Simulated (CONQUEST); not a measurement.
# Be (P6_3/mmc) in CONQUEST: reference runs

Aim: a first look at Be with PBE, on the cell as given and on a disturbed one.

Everything below comes from runs of CONQUEST 1.3. Logs are shortened: lines on timing, memory, paths and dates and some standing lists are left out, and cuts for length are marked.

## (1) The crystal as given

It takes space group P6_3/mmc (No. 194, hexagonal). The conventional cell has a = 2.285 Å, b = 2.285 Å, c = 3.584 Å, α = 90.00°, β = 90.00°, γ = 120.00°. Be (site symmetry -6m2) is surrounded by 12 Be at 2.23 to 2.29 Å.

## (2) Single point, PBE

Contents of Conquest_input:

```
IO.Title Be
IO.Coordinates coords.dat
IO.FractionalAtomicCoords T
IO.Iprint 2
IO.Iprint_init 1
General.NumberOfSpecies 1
General.PseudopotentialType hamann
AtomMove.TypeOfRun static
AtomMove.FullStress T
Grid.GridCutoff 120
DM.SolutionMethod diagon
Diag.MPMesh T
Diag.GammaCentred T
Diag.MPMeshX 11
Diag.MPMeshY 8
Diag.MPMeshZ 7
Diag.kT 0.00183747
minE.SCTolerance 1e-6
SC.MaxIters 100
IO.AtomChargeOutput T
IO.DumpChargeDensity T
IO.DumpTotPot T
%block ChemicalSpeciesLabel
1 9.010 Be
%endblock
```

Contents of coords.dat:

```
    4.3185911126     0.0000000000     0.0000000000
    0.0000000000     6.7731563759     0.0000000000
    0.0000000000     0.0000000000     7.4800192250
4
  0.0000000000   0.7500000000   0.3333333330 1 T T T
  0.5000000000   0.7500000000   0.8333333330 1 T T T
  0.0000000000   0.2500000000   0.6666666670 1 T T T
  0.5000000000   0.2500000000   0.1666666670 1 T T T
```

Potentials or basis: PseudoDojo NC PBE, DZP, grid cutoff 120 Ha.

Started as:

```sh
Conquest
```

Output:

```text
Simulation cell dimensions:     4.3186 a0 x     6.7732 a0 x     7.4800 a0

      Atomic coordinates (a0)
         Atom         X         Y         Z  Species
            1    0.0000    5.0799    2.4933        1
            2    2.1593    5.0799    6.2333        1
            3    0.0000    1.6933    4.9867        1
            4    2.1593    1.6933    1.2467        1

         Monkhorst-Pack mesh:  11 x   8 x   7 gamma-centred
        This calculation includes non-local pseudopotentials,
         with a maximum core radius of      8.12093677

    Job title: Be
    Job to be run: static calculation

    Ground state search:
      Support functions represented with PAO basis
      1:1 PAO to SF mapping
      Non-spin-polarised electrons
      Solving for the K matrix using diagonalisation
      Using Fermi-Dirac smearing

    Integration grid size:     24 x   36 x   40

    Integration grid spacing:  0.180 a0 x 0.188 a0 x 0.187 a0

    Number of species:  1
    --------------------------------------------------------
    |   #  mass (au)  Charge (e)  SF Rad (a0)  NSF  Label  |
    --------------------------------------------------------
    |   1      9.010       4.000        8.466    6  Be     |
    --------------------------------------------------------
          SCF tolerance:                 0.00000100
          SCF iterations:               100

    The functional used will be GGA PBE96

           radial cut-off to be used is taken to be max PAO cut-off radius for this species:    8.120937

           greatest ang. mom. for making density from PAOs:  1
    Minimum blocs/proc is      540. Maximum blocs/proc is      540
    set_atom_dens: In set_atomic_density, electrons :      16.000000000000
 matrix_size & matrix_size_padH =           24          24

    Screened ion int: energy:     -22.991328716807 Ha

    new_SC_potl: Starting.  Tolerance:  0.10000E-05

    PulayMixSC: Starting Pulay mixing, A_up =  0.500 A_dn =  0.500
    PulayMixSC: Spin non-polarised calculation.
          Harris-Foulkes Energy            :       -55.788416873897347 Ha
          GroundState Energy (E-(1/2)TS)   :       -55.788457324090814 Ha
          Free Energy (E-TS)               :       -55.788497774284281 Ha
          DFT Total Energy                 :       -55.786455577951344 Ha
          Total number of electrons        :        16.000000000000220
    PulayMixSC: Pulay iteration     1 residual:              0.42998E-02
          Harris-Foulkes Energy            :       -55.786968142247225 Ha
          GroundState Energy (E-(1/2)TS)   :       -55.787008866691082 Ha
          Free Energy (E-TS)               :       -55.787049591134938 Ha
          DFT Total Energy                 :       -55.786517507602632 Ha
          Total number of electrons        :        16.000005816473866
    PulayMixSC: Pulay iteration     2 residual:              0.20711E-02
          Harris-Foulkes Energy            :       -55.786534575808552 Ha
          GroundState Energy (E-(1/2)TS)   :       -55.786575583618784 Ha
          Free Energy (E-TS)               :       -55.786616591429024 Ha
          DFT Total Energy                 :       -55.786534593204813 Ha
          Total number of electrons        :        16.000014671012945
    PulayMixSC: Pulay iteration     3 residual:              0.18588E-04
          Harris-Foulkes Energy            :       -55.786534691620851 Ha
          GroundState Energy (E-(1/2)TS)   :       -55.786575701696918 Ha
          Free Energy (E-TS)               :       -55.786616711772986 Ha
          DFT Total Energy                 :       -55.786534691408960 Ha
          Total number of electrons        :        16.000013524835747
    PulayMixSC: Pulay iteration     4 residual:              0.10293E-05
          Harris-Foulkes Energy            :       -55.786534349433119 Ha
          GroundState Energy (E-(1/2)TS)   :       -55.786575359006186 Ha
          Free Energy (E-TS)               :       -55.786616368579253 Ha
          DFT Total Energy                 :       -55.786534349427185 Ha
          Total number of electrons        :        16.000013655442981
    PulayMixSC: Pulay iteration     5 residual:              0.16222E-06
    PulayMixSC: Reached SCF tolerance of  0.16222E-06 after      5 iterations
      | Number of electrons      =        16.000014
      |* band energy as 2Tr[K.H] =       -35.885426902657947 Ha
      |  screened ion-ion energy =       -22.991328716807374 Ha
      |  Ha correction           =         0.262956832696350 Ha
      |  XC correction           =         2.827264599567749 Ha
      | GS Energy as E-(1/2)TS   =       -55.786575359006186 Ha
      | Free Energy as E-TS      =       -55.786616368579253 Ha
      |* Harris-Foulkes energy   =       -55.786534349433119 Ha
      |* DFT total energy        =       -55.786534349427185 Ha
      |  estimated accuracy      =        -0.000000000005933 Ha

    force: Forces on atoms (Ha/a0)
    force:  Atom   X              Y              Z
    force:     1   0.0000000000  -0.0000000000  -0.0008170627
    force:     2  -0.0000000000  -0.0000000000  -0.0008170627
    force:     3  -0.0000000000  -0.0000000000   0.0008170627
    force:     4   0.0000000000  -0.0000000000   0.0008170627

    force: Maximum force :        0.00081706(Ha/a0) on atom         1 in z direction
    force: Force Residual:        0.00081706 Ha/a0
    force: Total stress:          1.90689530     0.00000000     0.00000000 GPa
                             0.00000000     0.61477827     0.00000000
                             0.00000000    -0.00000000    -0.59287551
    force: Average pressure:     -0.64293269 GPa

    force: Finished force
    get_E_and_F: Change in energy during last step of electronic optimisation:  0.34219E-06

    BIBLIOGRAPHY: Please consider citing the following references in the conquest.bib file

    CONQUEST:         Bowler2002pt, Miyazaki2004, Nakata2020
    Basis:            Bowler2019
    DM:               Bowler:2006xr
    Pseudopotentials: Hamann2013, Bowler2019
    XC functional:    Perdew1996
```

Wall time 33 s (1 thread of Intel Xeon Platinum 8488C (Sapphire Rapids), shared host); peak memory 0.39 GiB.

What came out:

| Item | Value |
| --- | --- |
| Free energy | -1518.0312 eV |
| Pressure | -0.6 GPa |
| Largest force | 0.042 eV/Å |
| Band gap on the k mesh | none (metal or under the smearing width) |

Forces on the atoms (eV/Å):
```
Be   0.000  0.000 -0.042
Be   0.000  0.000 -0.042
Be   0.000  0.000  0.042
Be   0.000  0.000  0.042
```

Stress tensor (GPa, compression positive):
```
-1.91  0.00  0.00
 0.00 -0.61  0.00
 0.00  0.00  0.59
```

Levels at points of the mesh, in eV from the Fermi level:
```csv
k point,band 6,band 7,band 8,band 9,band 10,band 11
"(0.00, 0.00, 0.00)",-5.17,-4.50,-3.41,0.86,3.37,6.60
"(0.00, 0.50, 0.00)",-9.39,-3.78,-3.78,1.42,1.42,11.37
```

Caveat: the box holds several primitive cells, so bands are folded and the points are those of the box's own zone; the basis of atomic orbitals isn't converged, which shifts pressures, moduli and gaps.

## (3) Single point, PBE (atoms moved at random, drawn with an rms of 0.05 Å)

Conquest_input, as its differences from that of step 2:

```diff
@@ -20,4 +20,2 @@
 IO.AtomChargeOutput T
-IO.DumpChargeDensity T
-IO.DumpTotPot T
 %block ChemicalSpeciesLabel
```

Contents of coords.dat:

```
    4.3185911126     0.0000000000     0.0000000000
    0.0000000000     6.7731563759     0.0000000000
    0.0000000000     0.0000000000     7.4800192250
4
  0.4943250000   0.7501790000   0.8441190000 1 T T T
  0.9943250000   0.7501790000   0.3441190000 1 T T T
  0.4980590000   0.2585440000   0.1586970000 1 T T T
  0.9980590000   0.2585440000   0.6586970000 1 T T T
```

Potentials or basis: PseudoDojo NC PBE, DZP, grid cutoff 120 Ha.

Started as:

```sh
Conquest
```

Wall time 32 s (1 thread of Intel Xeon Platinum 8488C (Sapphire Rapids), shared host); peak memory 0.39 GiB.

The run converged. Its results:

```yaml
Pressure: -0.2 GPa
Band_gap_on_the_k_mesh: none (metal or under the smearing width)
```

Stress tensor (GPa, compression positive):
```
-3.68  0.06  0.14
 0.06  1.13 -0.46
 0.14 -0.46  2.03
```

Levels at points of the mesh, in eV from the Fermi level:
```csv
k point,band 5,band 6,band 7,band 8,band 9,band 10,band 11,band 12,band 13
"(0.00, 0.00, 0.00)",-11.62,-5.09,-4.54,-3.70,0.82,3.69,7.11,7.26,8.90
"(0.00, 0.50, 0.00)",-9.50,-9.36,-3.93,-3.87,1.56,1.60,10.91,11.49,11.75
```

Caveat: the box holds several primitive cells, so bands are folded and the points are those of the box's own zone; the real-space grid is too coarse here: the forces don't sum to zero and aren't listed, and the energy moves when atoms move against the grid; the basis of atomic orbitals isn't converged, which shifts pressures, moduli and gaps.
